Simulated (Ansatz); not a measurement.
**Te2Mo (CdI2 type): how the settings move a single-point run**

Question: which choices in the input matter for Te2Mo (CdI2 type)?

Computed with Ansatz 0.2.0 (reference: DFT, PBE, PAW with Ansatz's default frozen-core files, scalar-relativistic, unless a step's input says otherwise).

## (1) The system as given

It takes space group P-3m1 (No. 164, trigonal). Conventional cell: a = 3.509 Å, b = 3.509 Å, c = 7.901 Å, α = 90.00°, β = 90.00°, γ = 120.00°. Mo (site symmetry -3m) has 6 Te at 2.75 Å as nearest neighbours. Te (site symmetry 3m) is surrounded by 3 Mo at 2.75 Å.

Structure file:

```xyz
3
Lattice="3.5091 0.0000 0.0000 -1.7545 3.0390 0.0000 0.0000 0.0000 7.9014" Properties=species:S:1:pos:R:3 pbc="T T T"
Mo    0.0000    0.0000    0.0000
Te    0.0000    2.0260    1.8599
Te    1.7545    1.0130    6.0415
```

## (2) Baseline

Input file input.yaml:

```yaml
crystal:
  lattice:
    - [3.509081579, 0.0, 0.0]
    - [-1.7545407895, 3.0389537914, 0.0]
    - [0.0, 0.0, 7.9013555158]
  atoms:
    - { symbol: Mo, position: [0.0, 0.0, 0.0] }
    - { symbol: Te, position: [0.3333333333, 0.6666666667, 0.235388426] }
    - { symbol: Te, position: [0.6666666667, 0.3333333333, 0.764611574] }
kpoints:
  mp_grid: { grid: [12, 12, 7] }
  band_path:
    path:
      - [0.0, 0.0, 0.0]
      - [0.5, 0.0, 0.0]
      - [0.3333333333, 0.3333333333, 0.0]
      - [0.0, 0.0, 0.0]
      - [0.0, 0.0, 0.5]
      - [0.5, 0.0, 0.5]
      - [0.3333333333, 0.3333333333, 0.5]
      - [0.0, 0.0, 0.5]
      - [0.5, 0.0, 0.5]
    npoints: 14
scf:
  occupations: { method: fermi_dirac, width: 0.05 }
hamiltonian:
  xc: pbe
  pseudopotentials: { kind: paw }
output:
  forces: true
  stress: true
  eigenvalues: true
  efg: { contact_densities: true }
  populations: true
  bader: true
  dos: { projected: true, de: 0.2, e_range: [-14, 8] }
  write_density: true
  write_potential: true
  elf: true
  volumetric_format: npy
```

Run with:

```console
$ ansatz run input.yaml --threads 1 --pin off --max-ram 3072MiB --backend cpu --events-out ev --progress --plain --runs-dir out
```

## (3) Variant: symmetry.detect false, xc revpbe

Changes to input.yaml since step 2:

```diff
@@ -9,2 +9,3 @@
     - { symbol: Te, position: [0.6666666667, 0.3333333333, 0.764611574] }
+  symmetry: { detect: false }
 kpoints:
@@ -26,3 +27,3 @@
 hamiltonian:
-  xc: pbe
+  xc: revpbe
   pseudopotentials: { kind: paw }
@@ -34,7 +35 @@
   populations: true
-  bader: true
-  dos: { projected: true, de: 0.2, e_range: [-14, 8] }
-  write_density: true
-  write_potential: true
-  elf: true
-  volumetric_format: npy
```

**Question.** What will these runs give? Wanted: for each run, ending; energy change; pressure; gap; force.

**Answer**, as computed:

| run | ending | energy change | pressure (GPa) | gap (eV) | force (eV/Å) | cycles | time |
| --- | --- | --- | --- | --- | --- | --- | --- |
| reference | converged | - | 0.0 | 0.00 | 0.00 | 6 | 33 s |
| 1: symmetry.detect false, xc revpbe | converged | not comparable | 1.3 | 0.00 | 0.08 | 6 | 86 s |

Times don't compare one to one where runs were asked for different outputs or read a saved state (see the inputs); cycles may leave out searches for a lower state.

Residual by cycle in the longest SCF loop of each run; runs are numbered as in the table. The quantity is the density residual dr2, in eV.

| cycle | reference | run 1 |
| --- | --- | --- |
| 1 | 0.0144 | 0.0258 |
| 2 | 0.00795 | 0.0177 |
| 3 | 6.9e-4 | 0.001 |
| 4 | 6.1e-6 | 6.9e-6 |
| 5 | 4.4e-7 | 4.3e-7 |
| 6 | 4.1e-8 | 7.7e-9 |

What this shows: After a change of functional the difference of the totals has no physical meaning; the pressure goes from 0.0 to 1.3 GPa and the largest force goes from 0.00 to 0.08 eV/Å. At this fixed cell a higher pressure means that this functional prefers a larger volume than the reference. The reference leaves spin out although Mo can carry a moment, so its state need not be the lowest.
